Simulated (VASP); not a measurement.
VASP 6.6.1 run: Sn

INCAR

```
LREAL = .FALSE.
EDIFF = 1E-7
PREC = Accurate
NELM = 120
NSW = 0
IBRION = -1
LASPH = .TRUE.
SIGMA = 0.02
ISIF = 2
NBANDS = 21
GGA = RP
ISMEAR = -1
ENCUT = 520
LCHARG = .FALSE.
LWAVE = .FALSE.
```

KPOINTS

```
KPOINTS created by Atomic Simulation Environment
0
Gamma
6 6 6
0 0 0
```

POSCAR

```
Sn
 1.0000000000000000
     0.0000000000000000    3.2844597792000001    3.2844597792000001
     3.4503249980000001    0.0000000000000000    3.2844597792000001
     3.4503249980000001    3.2844597792000001    0.0000000000000000
 Sn
   2
Cartesian
  0.0000000000000000  0.0000000000000000  0.0000000000000000
  1.7251624989999998  1.6422298896000003  1.6422298896000003
```

The recommended PBE PAW datasets give the neutral cell 28 valence electrons.

Command

```
mpirun -np 1 vasp_std
```

OSZICAR

```
N       E                     dE             d eps       ncg     rms          rms(c)
DAV:   1     0.223714752185E+03    0.22371E+03   -0.14471E+04  1275   0.187E+03
DAV:   2     0.169314664566E+02   -0.20678E+03   -0.20274E+03  1260   0.441E+02
DAV:   3    -0.619279663160E+01   -0.23124E+02   -0.23023E+02  1475   0.138E+02
DAV:   4    -0.695914331228E+01   -0.76635E+00   -0.76605E+00  1415   0.279E+01
DAV:   5    -0.699202618962E+01   -0.32883E-01   -0.32882E-01  1883   0.531E+00    0.290E+00
DAV:   6    -0.698447574558E+01    0.75504E-02   -0.22452E-02  1707   0.180E+00    0.174E+00
DAV:   7    -0.698639857966E+01   -0.19228E-02   -0.40436E-02  1411   0.205E+00    0.161E-01
DAV:   8    -0.698993537046E+01   -0.35368E-02   -0.67405E-03  1395   0.823E-01    0.522E-02
DAV:   9    -0.699093627506E+01   -0.10009E-02   -0.14557E-03  1370   0.211E-01    0.163E-02
DAV:  10    -0.699106175169E+01   -0.12548E-03   -0.23522E-04  1520   0.847E-02    0.863E-03
DAV:  11    -0.699108152453E+01   -0.19773E-04   -0.49952E-05  1360   0.443E-02    0.156E-03
DAV:  12    -0.699108137381E+01    0.15072E-06   -0.14470E-06  1470   0.125E-02    0.132E-03
DAV:  13    -0.699108147185E+01   -0.98034E-07   -0.29471E-07  1160   0.304E-03
   1 F= -.69910815E+01 E0= -.69906383E+01  d E =-.886438E-03
```

From OUTCAR

```
k-points           NKPTS =     30   k-points in BZ     NKDIM =     30   number of bands    NBANDS=     21

   NELECT =      28.0000    total number of electrons

   dimension x,y,z NGX =    36 NGY =   36 NGZ =   36
   dimension x,y,z NGXF=    72 NGYF=   72 NGZF=   72

  energy-cutoff  :      520.00
  volume of cell :       74.44
      direct lattice vectors                 reciprocal lattice vectors
     0.000000000  3.284459779  3.284459779    -0.144913885  0.152232036  0.152232036
     3.450324998  0.000000000  3.284459779     0.144913885 -0.152232036  0.152232036
     3.450324998  3.284459779  0.000000000     0.144913885  0.152232036 -0.152232036

 k-points in reciprocal lattice and weights: KPOINTS created by Atomic Simulation Env
   0.00000000  0.00000000  0.00000000       0.005
   0.16666667  0.00000000  0.00000000       0.037
   0.33333333  0.00000000  0.00000000       0.037
   0.50000000  0.00000000  0.00000000       0.019
   0.16666667  0.16666667  0.00000000       0.019
   0.33333333  0.16666667  0.00000000       0.074
   0.50000000  0.16666667  0.00000000       0.074
  -0.33333333  0.16666667 -0.00000000       0.074
   ...

 E-fermi :   4.7859

 k-point     1 :       0.0000    0.0000    0.0000
  band No.  band energies     occupation
      1     -16.6744      2.00000
      2     -16.6744      2.00000
      3     -16.6620      2.00000
      4     -16.6242      2.00000
      5     -16.6225      2.00000
      6     -16.3964      2.00000
      7     -16.3881      2.00000
      8     -16.3720      2.00000
      9     -16.3716      2.00000
     10     -16.3716      2.00000
     11      -5.1195      2.00000
     12       3.7514      2.00000
     13       4.7753      1.25685
     14       5.0983      0.00000
     15       5.0983      0.00000
     16       7.0001      0.00000
     17       7.0001      0.00000
     18       7.2002      0.00000
     19      10.0993      0.00000
     20      12.2285      0.00000
     21      12.7943      0.00000

 k-point     2 :       0.1667    0.0000    0.0000
  band No.  band energies     occupation
      1     -16.6875      2.00000
      2     -16.6789      2.00000
      3     -16.6652      2.00000
      4     -16.6052      2.00000
      5     -16.6045      2.00000
      6     -16.4114      2.00000
      7     -16.4109      2.00000
      8     -16.3813      2.00000
      9     -16.3586      2.00000
     10     -16.3509      2.00000
     11      -4.8764      2.00000
     12       2.0349      2.00000
     13       4.4806      2.00000
     14       4.7230      1.91720
     15       5.3079      0.00000
     16       7.5330      0.00000
     17       7.5647      0.00000
     18       8.1372      0.00000
     19      11.0853      0.00000
     20      11.5720      0.00000
     21      11.9743      0.00000

 ...

  Total       -0.1027398      0.6213142      0.6213142      0.0000000      0.0000000      0.0000000
  in kB       -2.2112165     13.3722330     13.3722330      0.0000000      0.0000000      0.0000000
  external PRESSURE =       8.1777498 kB  Pullay stress =       0.0000000 kB

 POSITION                                       TOTAL-FORCE (eV/Angst)
 -----------------------------------------------------------------------------------
      0.00000      0.00000      0.00000        -0.000000     -0.000000      0.000000
      1.72516      1.64223      1.64223         0.000000      0.000000      0.000000
 -----------------------------------------------------------------------------------
    total drift:                                0.000000      0.000000      0.000000

  FREE ENERGIE OF THE ION-ELECTRON SYSTEM (eV)
  ---------------------------------------------------
  free  energy   TOTEN  =        -6.9910814718 eV

  energy  without entropy=       -6.9901950336  energy(sigma->0) =       -6.99063825
```

It converged. Results: gap between bands v and c on the k mesh -0.31 eV (bands overlap: a metal); least direct gap on the k mesh 0.00 eV; pressure 0.8 GPa. Band v is the last that the valence electrons fill when counted band by band, and c is the next.

For comparison, a separate PBE run of the intended cell, on usual settings and not on those above, gives a gap of -0.38 eV on its mesh and a pressure of -0.3 GPa.

The run above took about 46 s on one core of a shared host (Intel Xeon Platinum 8488C) and held 0.21 GiB at most.
